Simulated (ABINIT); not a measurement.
# MgO (Fm-3m) in ABINIT: notebook

Aim: see how the results for MgO move with the level of theory and the settings. Levels: PBEsol, PBE, LDA. Tasks: equation of state, band structure.

Everything below comes from runs of ABINIT 10.8.3 (patched build). Logs are shortened: lines on timing, memory, paths and dates and some standing lists are left out, and cuts for length are marked. The log counts tension as positive stress, the text compression.

**What was measured.**

From “Electronic structure of alkaline earth and post-transition metal oxides”, 2009, arxiv:0908.1581, for a bulk crystal of MgO: band gap 7.83 eV.

How close the calculation comes is told below.

## (1) The structure

It takes space group Fm-3m (No. 225, cubic). Conventional cell: a = 4.194 Å, b = 4.194 Å, c = 4.194 Å, α = 90.00°, β = 90.00°, γ = 90.00°. Mg (site symmetry m-3m) is surrounded by 6 O at 2.10 Å. O (site symmetry m-3m) has 6 Mg at 2.10 Å as nearest neighbours.

The cell is a database's computed one.

## (2) Equation of state, PBEsol

Input file run.abi:

```
ndtset 7
getwfk -1
scalecart1 3*0.9795861087
scalecart2 3*0.9864848297
scalecart3 3*0.9932883884
scalecart4 3*1.0000000000
scalecart5 3*1.0066227096
scalecart6 3*1.0131594038
scalecart7 3*1.0196128224

pp_dirpath "./"
pseudos "Mg.GGA_PBE-JTH.xml, O.GGA_PBE-JTH.xml"

acell 3*1.0
rprim
     0.0000000000     3.9627583152     3.9627583152
     3.9627583152     0.0000000000     3.9627583152
     3.9627583152     3.9627583152     0.0000000000
ntypat 2
znucl 12 8
natom 2
typat 1 2
xred
     0.0000000000     0.0000000000     0.0000000000
     0.5000000000     0.5000000000     0.5000000000

ecut 29.0
pawecutdg 51.0

kptopt 1
ngkpt 11 11 11
nshiftk 1
shiftk 0.0 0.0 0.0

ixc -116133

nband 12
occopt 3
tsmear 0.05 eV

nstep 100
tolvrs 1.0e-9

iomode 3
prtwf 1
prtden 0
prteig 0
prtebands 0
enunit 1
```

Potentials or basis: JTH PAW PBE v2.0.

On the command line:

```console
$ abinit run.abi > log 2>&1
```

run.abo:

```text
.Version 10.8.3 of ABINIT
 DATASET    1 : space group Fm -3 m (#225); Bravais cF (face-center cubic)
================================================================================
 Values of the parameters that define the memory need for DATASET  1.
     intxc =       0    ionmov =       0      iscf =      17    lmnmax =       8
     lnmax =       4     mgfft =      30  mpssoang =       2    mqgrid =    3001
     natom =       2  nloc_mem =       2    nspden =       1   nspinor =       1
    nsppol =       1      nsym =      48    n1xccc =       1    ntypat =       2
    occopt =       3   xclevel =       2
       mpw =         895          nfft =       27000          nkpt =          56
 PAW method is used; the additional fine FFT grid is defined by:
   mgfftf=        36    nfftf =     46656
================================================================================
================================================================================
[... 71 lines left out ...]
 DATASET    7 : space group Fm -3 m (#225); Bravais cF (face-center cubic)
================================================================================
 Values of the parameters that define the memory need for DATASET  7.
     intxc =       0    ionmov =       0      iscf =      17    lmnmax =       8
     lnmax =       4     mgfft =      30  mpssoang =       2    mqgrid =    3001
     natom =       2  nloc_mem =       2    nspden =       1   nspinor =       1
    nsppol =       1      nsym =      48    n1xccc =       1    ntypat =       2
    occopt =       3   xclevel =       2
       mpw =         998          nfft =       27000          nkpt =          56
 PAW method is used; the additional fine FFT grid is defined by:
   mgfftf=        40    nfftf =     64000
================================================================================
================================================================================

--------------------------------------------------------------------------------
------------- Echo of variables that govern the present computation ------------
--------------------------------------------------------------------------------
 -outvars: echo values of preprocessed input variables --------
            acell      1.0000000000E+00  1.0000000000E+00  1.0000000000E+00 Bohr
              amu      2.43050000E+01  1.59994000E+01
             ecut      2.90000000E+01 Hartree
           enunit           1
           getwfk          -1
                       outvar_i_n : Printing only first  50 k-points.
              ixc     -116133
           jdtset        1    2    3    4    5    6    7
                       outvar_i_n : Printing only first  50 k-points.
         kptrlatt       11    0    0      0   11    0      0    0   11
          kptrlen1     6.03876163E+01
          kptrlen2     6.08128952E+01
          kptrlen3     6.12323077E+01
          kptrlen4     6.16460521E+01
          kptrlen5     6.20543160E+01
          kptrlen6     6.24572774E+01
          kptrlen7     6.28551052E+01
            natom           2
            nband          12
           ndtset           7
            ngfft          30      30      30
          ngfftdg1         36      36      36
          ngfftdg2         36      36      36
          ngfftdg3         36      36      36
          ngfftdg4         40      40      40
          ngfftdg5         40      40      40
          ngfftdg6         40      40      40
          ngfftdg7         40      40      40
             nkpt          56
            nstep         100
             nsym          48
           ntypat           2
                       prtocc : prtvol=0, do not print more k-points.
           occopt           3
        pawecutdg      5.10000000E+01 Hartree
         pawxcdev           0
           prtden           0
        prtebands           0
           prteig           0
            rprim1     0.0000000000E+00  3.8818629977E+00  3.8818629977E+00
                       3.8818629977E+00  0.0000000000E+00  3.8818629977E+00
                       3.8818629977E+00  3.8818629977E+00  0.0000000000E+00
            rprim2     0.0000000000E+00  3.9092009617E+00  3.9092009617E+00
                       3.9092009617E+00  0.0000000000E+00  3.9092009617E+00
                       3.9092009617E+00  3.9092009617E+00  0.0000000000E+00
            rprim3     0.0000000000E+00  3.9361618205E+00  3.9361618205E+00
                       3.9361618205E+00  0.0000000000E+00  3.9361618205E+00
                       3.9361618205E+00  3.9361618205E+00  0.0000000000E+00
            rprim4     0.0000000000E+00  3.9627583152E+00  3.9627583152E+00
                       3.9627583152E+00  0.0000000000E+00  3.9627583152E+00
                       3.9627583152E+00  3.9627583152E+00  0.0000000000E+00
            rprim5     0.0000000000E+00  3.9890025127E+00  3.9890025127E+00
                       3.9890025127E+00  0.0000000000E+00  3.9890025127E+00
                       3.9890025127E+00  3.9890025127E+00  0.0000000000E+00
            rprim6     0.0000000000E+00  4.0149058520E+00  4.0149058520E+00
                       4.0149058520E+00  0.0000000000E+00  4.0149058520E+00
                       4.0149058520E+00  4.0149058520E+00  0.0000000000E+00
            rprim7     0.0000000000E+00  4.0404791903E+00  4.0404791903E+00
                       4.0404791903E+00  0.0000000000E+00  4.0404791903E+00
                       4.0404791903E+00  4.0404791903E+00  0.0000000000E+00
          spgroup         225
           tolvrs      1.00000000E-09
           tsmear      1.83746611E-03 Hartree
            typat      1  2
           useylm           1
                       outvars : Printing only first  50 k-points.
           xangst1     0.0000000000E+00  0.0000000000E+00  0.0000000000E+00
                       2.0541934328E+00  2.0541934328E+00  2.0541934328E+00
           xangst2     0.0000000000E+00  0.0000000000E+00  0.0000000000E+00
                       2.0686600604E+00  2.0686600604E+00  2.0686600604E+00
           xangst3     0.0000000000E+00  0.0000000000E+00  0.0000000000E+00
                       2.0829271324E+00  2.0829271324E+00  2.0829271324E+00
           xangst4     0.0000000000E+00  0.0000000000E+00  0.0000000000E+00
                       2.0970013913E+00  2.0970013913E+00  2.0970013913E+00
           xangst5     0.0000000000E+00  0.0000000000E+00  0.0000000000E+00
                       2.1108892225E+00  2.1108892225E+00  2.1108892225E+00
           xangst6     0.0000000000E+00  0.0000000000E+00  0.0000000000E+00
                       2.1245966794E+00  2.1245966794E+00  2.1245966794E+00
           xangst7     0.0000000000E+00  0.0000000000E+00  0.0000000000E+00
                       2.1381295072E+00  2.1381295072E+00  2.1381295072E+00
            xcart1     0.0000000000E+00  0.0000000000E+00  0.0000000000E+00
                       3.8818629977E+00  3.8818629977E+00  3.8818629977E+00
            xcart2     0.0000000000E+00  0.0000000000E+00  0.0000000000E+00
                       3.9092009617E+00  3.9092009617E+00  3.9092009617E+00
            xcart3     0.0000000000E+00  0.0000000000E+00  0.0000000000E+00
                       3.9361618205E+00  3.9361618205E+00  3.9361618205E+00
            xcart4     0.0000000000E+00  0.0000000000E+00  0.0000000000E+00
                       3.9627583152E+00  3.9627583152E+00  3.9627583152E+00
            xcart5     0.0000000000E+00  0.0000000000E+00  0.0000000000E+00
                       3.9890025127E+00  3.9890025127E+00  3.9890025127E+00
            xcart6     0.0000000000E+00  0.0000000000E+00  0.0000000000E+00
                       4.0149058520E+00  4.0149058520E+00  4.0149058520E+00
            xcart7     0.0000000000E+00  0.0000000000E+00  0.0000000000E+00
                       4.0404791903E+00  4.0404791903E+00  4.0404791903E+00
             xred      0.0000000000E+00  0.0000000000E+00  0.0000000000E+00
                       5.0000000000E-01  5.0000000000E-01  5.0000000000E-01
            znucl       12.00000    8.00000

================================================================================

 chkinp: Checking input parameters for consistency, jdtset=   1.

 chkinp: Checking input parameters for consistency, jdtset=   2.
[... 42 lines left out ...]
 getcut: wavevector=  0.0000  0.0000  0.0000  ngfft=  36  36  36
         ecut(hartree)=     51.000   => boxcut(ratio)=   2.03984

--- Pseudopotential description ------------------------------------------------
- pspini: atom type   1  psp file is ./Mg.GGA_PBE-JTH.xml
 Pseudopotential format is: paw10
 basis_size (lnmax)=  4 (lmn_size=  8), orbitals=   0   0   1   1
 Spheres core radius: rc_sph= 1.90157919
 Shapefunction is SIN type: shapef(r)=[sin(pi*r/rshp)/(pi*r/rshp)]**2
 Radius for shape functions =  1.70710089
 Compensation charge density is not taken into account in XC energy/potential

- pspini: atom type   2  psp file is ./O.GGA_PBE-JTH.xml
 Pseudopotential format is: paw10
 basis_size (lnmax)=  4 (lmn_size=  8), orbitals=   0   0   1   1
 Spheres core radius: rc_sph= 1.41465230
 Shapefunction is SIN type: shapef(r)=[sin(pi*r/rshp)/(pi*r/rshp)]**2
 Radius for shape functions =  1.20231231
 Compensation charge density is not taken into account in XC energy/potential

   2.59069307E+02                                ecore*ucvol(ha*bohr**3)
--------------------------------------------------------------------------------

================================================================================

--- !BeginCycle
iteration_state: {dtset: 1, }
solver: {iscf: 17, nstep: 100, nline: 4, wfoptalg: 10, }
tolerances: {tolvrs: 1.00E-09, }
...
[... 1227 lines left out ...]
-Cartesian components of stress tensor (GPa)         [Pressure= -6.5319E+00 GPa]
- sigma(1 1)=  6.53193734E+00  sigma(3 2)=  0.00000000E+00
- sigma(2 2)=  6.53193734E+00  sigma(3 1)=  0.00000000E+00
- sigma(3 3)=  6.53193734E+00  sigma(2 1)=  0.00000000E+00

== END DATASET(S) ==============================================================
================================================================================

 -outvars: echo values of variables after computation  --------
            acell      1.0000000000E+00  1.0000000000E+00  1.0000000000E+00 Bohr
           etotal1    -7.9657831494E+01
           etotal2    -7.9658881264E+01
           etotal3    -7.9659583474E+01
           etotal4    -7.9659966347E+01
           etotal5    -7.9660064635E+01
           etotal6    -7.9659906301E+01
           etotal7    -7.9659512307E+01
            fcart1    -0.0000000000E+00 -0.0000000000E+00 -0.0000000000E+00
                      -0.0000000000E+00 -0.0000000000E+00 -0.0000000000E+00
            fcart2    -0.0000000000E+00 -0.0000000000E+00 -0.0000000000E+00
                      -0.0000000000E+00 -0.0000000000E+00 -0.0000000000E+00
            fcart3    -0.0000000000E+00 -0.0000000000E+00 -0.0000000000E+00
                      -0.0000000000E+00 -0.0000000000E+00 -0.0000000000E+00
            fcart4    -0.0000000000E+00 -0.0000000000E+00 -0.0000000000E+00
                      -0.0000000000E+00 -0.0000000000E+00 -0.0000000000E+00
            fcart5    -0.0000000000E+00 -0.0000000000E+00 -0.0000000000E+00
                      -0.0000000000E+00 -0.0000000000E+00 -0.0000000000E+00
[... 38 lines left out ...]
                       0.0000000000E+00  0.0000000000E+00  0.0000000000E+00
           xangst1     0.0000000000E+00  0.0000000000E+00  0.0000000000E+00
                       2.0541934328E+00  2.0541934328E+00  2.0541934328E+00
           xangst2     0.0000000000E+00  0.0000000000E+00  0.0000000000E+00
                       2.0686600604E+00  2.0686600604E+00  2.0686600604E+00
           xangst3     0.0000000000E+00  0.0000000000E+00  0.0000000000E+00
                       2.0829271324E+00  2.0829271324E+00  2.0829271324E+00
           xangst4     0.0000000000E+00  0.0000000000E+00  0.0000000000E+00
                       2.0970013913E+00  2.0970013913E+00  2.0970013913E+00
           xangst5     0.0000000000E+00  0.0000000000E+00  0.0000000000E+00
                       2.1108892225E+00  2.1108892225E+00  2.1108892225E+00
           xangst6     0.0000000000E+00  0.0000000000E+00  0.0000000000E+00
                       2.1245966794E+00  2.1245966794E+00  2.1245966794E+00
           xangst7     0.0000000000E+00  0.0000000000E+00  0.0000000000E+00
                       2.1381295072E+00  2.1381295072E+00  2.1381295072E+00
             xred      0.0000000000E+00  0.0000000000E+00  0.0000000000E+00
                       5.0000000000E-01  5.0000000000E-01  5.0000000000E-01
 Calculation completed.
```

Run time: 2.6 min. Hardware: 1 thread of Arm Neoverse V1, shared host; peak memory 0.14 GiB.

What came out:

- Equilibrium volume: 9.38 Å³/atom
- Bulk modulus: 157 GPa
- Pressure derivative of the bulk modulus: 4.1

Energy against volume, from the lowest point:
| volume (Å³/atom) | energy (meV/atom) |
| --- | --- |
| 8.668 | 30.38 |
| 8.853 | 16.10 |
| 9.037 | 6.55 |
| 9.221 | 1.34 |
| 9.406 | 0.00 |
| 9.590 | 2.15 |
| 9.775 | 7.51 |

Caveat: pressures at fixed basis lie under the slope of the energies; the PAW data sets were made with another functional, which shifts forces and pressure a little.

(Part 1 of 2 ends here.)
